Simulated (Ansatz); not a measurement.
# AlAs: a single-point run

Aim: a sound single-point run of AlAs. The structure is shown as the input types it.

Program: Ansatz 0.2.0. Level of theory: DFT, PBEsol, PAW with Ansatz's default frozen-core files, scalar-relativistic; levels and slopes on a fine mesh, independent-particle optical spectra. These are calculated values, not measurements.

### 1 Starting point

Symmetry: F-43m, No. 216, cubic system. Conventional cell: a = 5.675 Å, b = 5.675 Å, c = 5.675 Å, α = 90.00°, β = 90.00°, γ = 90.00°. Around Al (site symmetry -43m) lie 4 As at 2.46 Å. Around As (site symmetry -43m) lie 4 Al at 2.46 Å.

As a file:

```cif
data_structure
_symmetry_space_group_name_H-M 'F-43m'
_symmetry_Int_Tables_number 216
_cell_length_a 5.6747
_cell_length_b 5.6747
_cell_length_c 5.6747
_cell_angle_alpha 90.000
_cell_angle_beta 90.000
_cell_angle_gamma 90.000
_cell_volume 182.73
loop_
_atom_site_label
_atom_site_type_symbol
_atom_site_symmetry_multiplicity
_atom_site_Wyckoff_symbol
_atom_site_fract_x
_atom_site_fract_y
_atom_site_fract_z
_atom_site_occupancy
Al1 Al 4 a 0.00000 0.00000 0.00000 1
As1 As 4 c 0.25000 0.25000 0.25000 1
```

### 2 The run

input.yaml

```yaml
crystal:
  lattice:
    - [0.0, 2.83732598783, 2.83732598783]
    - [2.83732598783, 0.0, 2.83732598783]
    - [2.83732598783, 2.83732598783, 0.0]
  atoms:
    - { symbol: Al, position: [0.0, 0.0, 0.0], spin: 2.0 }
    - { symbol: As, position: [0.75, 0.75, 0.75] }
kpoints:
  mp_grid: { grid: [8, 8, 8] }
scf:
  occupations: { method: fixed }
  max_iter: 75
hamiltonian:
  xc: pbesol
  pseudopotentials: { kind: paw }
output:
  forces: true
  stress: true
  eigenvalues: true
  eigenstates:
    nscf_kmesh: { grid: [12, 12, 12] }
    de_dk: true
    e_range: [-9, 11.34395553269]
  optics:
    e_range: [0, 30]
    de: 0.2
    sigma: 0.1
    bands: { spectra_wanted_up_to: 30 }
    nscf_kmesh: { grid: [12, 12, 12] }
checkpoint:
  write: ck
  write_wavefunctions: false
```

Command:

```bash
$ ansatz run input.yaml --threads 1 --pin off --max-ram 3072MiB --backend cpu --events-out ev --progress --plain --runs-dir out
```

What it wrote:

```text
Error: inconsistent input (magnetization.spin_polarized): false but per-atom `spin:`, `per_species`, `initial_magnetization`, `magnetic_field`, or `spin_locking` is set
```

It took 0.02 s on 1 thread of AMD EPYC 9R45 (Zen 5), shared host; peak memory 0.042 GiB.

### 3 Reading the log

Nothing was computed: the input was turned down at the start. Its message: «inconsistent input (magnetization.spin_polarized): false but per-atom `spin:`, `per_species`, `initial_magnetization`, `magnetic_field`, or `spin_locking` is set»

Moments need two spin channels, and the input asks for one.

Fix: make the spin settings agree.

### 4 The mended run

Other changes include scf.max_iter.

input.yaml: that of step 2 with these lines changed.

```diff
@@ -6,3 +6,3 @@
   atoms:
-    - { symbol: Al, position: [0.0, 0.0, 0.0], spin: 2.0 }
+    - { symbol: Al, position: [0.0, 0.0, 0.0] }
     - { symbol: As, position: [0.75, 0.75, 0.75] }
@@ -12,3 +12,2 @@
   occupations: { method: fixed }
-  max_iter: 75
 hamiltonian:
```

Command:

```bash
$ ansatz run input.yaml --threads 1 --pin off --max-ram 3072MiB --backend cpu --events-out ev --progress --plain --runs-dir out
```

Excerpt of the output:

```text
[...]
Basis set: ecut = 420 eV, 893 PW (Γ), exchange–correlation on 54×54×54 points (8 copies of the dense FFT grid, shifted against one another)
[...]
k-points: 29 of 512 (time reversal used)
[...]
SCF iter   1: F=—  HF=-5338.444001 eV  |F-HF|=—  |Δ(HF+E_count)|=         —  Δρ=2.73e-3  dr2=6.04e-3  ethr=1.77e-3  ⟨swp⟩=4.8  Hψ=1950  notcnv=0  defer=49
preconditioner: auto → none  [insulator: Δε(μ)=1.304 eV  Ē_g=9.819 eV  n_scr=14 (ndim 8)  ℏωp=15.5 eV  f_vac=0.006  ε∞_Penn≈3.5]
SCF iter   2: F=—  HF=-5338.442128 eV  |F-HF|=—  |Δ(HF+E_count)|=   1.87e-3  Δρ=1.11e-3  dr2=5.73e-4  ethr=3.36e-5  ⟨swp⟩=2.7  Hψ=784  notcnv=0  defer=52
[...]
SCF iter   8: F=—  HF=-5338.442104 eV  |F-HF|=—  |Δ(HF+E_count)|=  3.20e-10  Δρ=2.18e-7  dr2=1.48e-11  ethr=1.21e-12  ⟨swp⟩=2.0  Hψ=638  notcnv=0
SCF iter   9: F=-5338.442104 eV  HF=-5338.442104 eV  |F-HF|=9.09e-13  |Δ(HF+E_count)|=  3.00e-11  Δρ=2.86e-8  dr2=1.93e-13  ethr=1.00e-12  ⟨swp⟩=6.3  Hψ=1976  notcnv=0
[...]
SCF converged after 9 iterations
Free energy (F): -5338.442104 eV
[...]
E sigma→0 (E₀):  -5338.442104 eV
Fermi energy:    6.193091 eV
[...]
  P = ⅓ Tr σ = 0.0008 GPa (0.008 kbar)
[...]
```

Run time: 17 s. Hardware: 1 thread of AMD EPYC 9R45 (Zen 5), shared host; peak memory 0.81 GiB.

### 5 What came out

| quantity | value |
| --- | --- |
| first try | refused |
| cause | moments without spin polarisation |
| second try | converged, 9 SCF cycles |
| energy (zero set by the potentials) | -5338.4421 eV |
| pressure | 0.00 GPa |
| gap on the mesh | 1.34 eV |
| largest force | 0.000 eV/Å |

The second try converges in 9 SCF cycles.

These are semilocal Kohn-Sham gaps, which aren't the measured quantity. Such gaps usually fall short of the measured ones.
